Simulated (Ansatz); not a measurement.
**CCSD/cc-pVDZ run of C3H6O (acetone)**

What is the energy change on altering one bond length of C3H6O (acetone) at CCSD/cc-pVDZ? 

Program for the calculation: Ansatz 0.2.0.

48 further runs of the same task are left out: 48 set aside as unsound or not needed.

### Step 1. The system as given

C3H6O: 10 atoms, total charge 0, spin state singlet. As SMILES, `CC(C)=O`. The coordinates come from a PBE0-D4/def2-TZVP relaxation.

Bond lengths: C1–C2 1.506 Å, C2–C3 1.506 Å, C2–O4 1.206 Å, C1–H5 1.093 Å, C1–H6 1.094 Å, C1–H7 1.088 Å, C3–H8 1.094 Å, C3–H9 1.088 Å, C3–H10 1.093 Å. Some angles: C1–C2–C3 116.4°, C1–C2–O4 121.8°, C3–C2–O4 121.8°, C2–C1–H5 110.6°, C2–C1–H6 109.7°, C2–C1–H7 110.1°, C2–C3–H8 109.7°, C2–C3–H9 110.1°, C2–C3–H10 110.6°, H5–C1–H6 106.8°.

### Step 2. The energy at CCSD/cc-pVDZ

The input, run.yaml:

```yaml
crystal:
  periodic: [false, false, false]
  atoms:
    - symbol: C
      position_ang: [-0.763500, 0.843700, -0.605500]
    - symbol: C
      position_ang: [0.498000, 0.046700, -0.400600]
    - symbol: C
      position_ang: [0.525100, -0.866200, 0.797100]
    - symbol: O
      position_ang: [1.435000, 0.134800, -1.154100]
    - symbol: H
      position_ang: [-1.637300, 0.186500, -0.611300]
    - symbol: H
      position_ang: [-0.898500, 1.540800, 0.227000]
    - symbol: H
      position_ang: [-0.707800, 1.399400, -1.539600]
    - symbol: H
      position_ang: [-0.233900, -1.646100, 0.683600]
    - symbol: H
      position_ang: [1.506700, -1.325600, 0.895800]
    - symbol: H
      position_ang: [0.276100, -0.314000, 1.707400]
basis:
  gaussian: {orbitals: cc-pVDZ}
scf: {omitted_lower_state_checks: [cluster_reference, increment]}
accuracy: high
correlation: {method: ccsd, frozen_orbitals: {C: 1, H: 0, O: 1}}
```

Started as:

```
$ ansatz run run.yaml --threads 1 --pin off --max-ram 3480MiB --events-out events.jsonl --progress --plain --runs-dir runs
```

The log of the run, cut to the lines that bear on the results:

```text
Warning: RAYON_NUM_THREADS=1 ignored (pool sized by the plan → 1); use --threads N
Functional definition: HF
  name "HF"
[...]
2093 factors; integrals over basis functions are off by at most 3.5e-9 eV
[...]
mean field -5223.97824780 eV, -191.9776596669 hartree, gradient 2.9e-8 eV, S^2 0.000000; 0 other end points of the search recorded, 0 dependent functions left out
4 core orbitals not correlated: weight in the atoms' cores, before any rotation towards them, 1.000 or more for the frozen orbitals, at most 0.000 for the correlated occupied ones
reference -5223.97824780 eV, -191.9776596669 hartree; 12, 12 occupied and 70, 70 virtual orbitals, 2093 factors
second order -16.28203311 eV of doubles, -0.00000000 eV of singles
cycle   1  -16.81309353 eV  change   -5.3e-1 eV  update   9.9e-2
[...]
cycle  23  -17.39002462 eV  change   -1.0e-9 eV  update   1.3e-9
Total energy: -5241.36827242 eV, -192.6167312845 hartree
Checks for a lower state left out: cluster_reference, increment
```

Run time: 16 s. Hardware: 1 thread of Arm Neoverse V2, shared host; peak memory 0.55 GiB.

### Step 3. The distorted shape at the same level

The input, job.yaml:

```yaml
basis:
  gaussian:
    orbitals: cc-pVDZ
crystal:
  periodic: [false, false, false]
  atoms:
    - {symbol: C, position_ang: [-1.141923, 1.082783, -0.666966]}
    - {symbol: C, position_ang: [0.498000, 0.046700, -0.400600]}
    - {symbol: C, position_ang: [0.525100, -0.866200, 0.797100]}
    - {symbol: O, position_ang: [1.435000, 0.134800, -1.154100]}
    - {symbol: H, position_ang: [-2.015723, 0.425583, -0.672766]}
    - {symbol: H, position_ang: [-1.276923, 1.779883, 0.165534]}
    - {symbol: H, position_ang: [-1.086223, 1.638483, -1.601066]}
    - {symbol: H, position_ang: [-0.233900, -1.646100, 0.683600]}
    - {symbol: H, position_ang: [1.506700, -1.325600, 0.895800]}
    - {symbol: H, position_ang: [0.276100, -0.314000, 1.707400]}
total_charge: 0
correlation:
  method: ccsd
  frozen_orbitals: {C: 1, H: 0, O: 1}
accuracy: high
scf:
  omitted_lower_state_checks: [cluster_reference, increment]
```

Started as:

```
$ ansatz run job.yaml --threads 1 --pin off --max-ram 3480MiB --events-out events.jsonl --progress --plain --runs-dir runs
```

The log of the run, cut to the lines that bear on the results:

```text
Warning: RAYON_NUM_THREADS=1 ignored (pool sized by the plan → 1); use --threads N
Functional definition: HF
  name "HF"
[...]
2069 factors; integrals over basis functions are off by at most 3.0e-9 eV
[...]
mean field -5222.44520293 eV, -191.9213213073 hartree, gradient 2.8e-8 eV, S^2 0.000000; 0 other end points of the search recorded, 0 dependent functions left out
4 core orbitals not correlated: weight in the atoms' cores, before any rotation towards them, 1.000 or more for the frozen orbitals, at most 0.000 for the correlated occupied ones
reference -5222.44520293 eV, -191.9213213073 hartree; 12, 12 occupied and 70, 70 virtual orbitals, 2069 factors
second order -16.55901801 eV of doubles, -0.00000000 eV of singles
cycle   1  -17.00811549 eV  change   -4.5e-1 eV  update   1.1e-1
[...]
cycle  23  -17.67211762 eV  change   -2.1e-9 eV  update   2.3e-9
Total energy: -5240.11732056 eV, -192.5707596514 hartree
Checks for a lower state left out: cluster_reference, increment
```

Wall time 16 s (1 thread of Arm Neoverse V2, shared host); peak memory 0.55 GiB.

### Step 4. Results

At CCSD/cc-pVDZ, 4 core orbitals frozen:

| quantity | value |
| --- | --- |
| first shape: total energy | -192.61673 Eh |
| first shape: correlation energy (4 core orbitals frozen) | -639.1 mEh |
| first shape: T1 diagnostic | 0.013 |
| distorted shape: total energy | -192.57076 Eh |
| distorted shape: correlation energy (4 core orbitals frozen) | -649.4 mEh |
| distorted shape: T1 diagnostic | 0.015 |
| energy change with the C1–C2 bond stretched from 1.506 to 1.958 Å | 1.251 eV |

In words: With the C1–C2 bond stretched from 1.506 to 1.958 Å the energy rises by 1.25 eV (121 kJ/mol). The first shape isn't relaxed at this level, so the change isn't measured from a minimum.
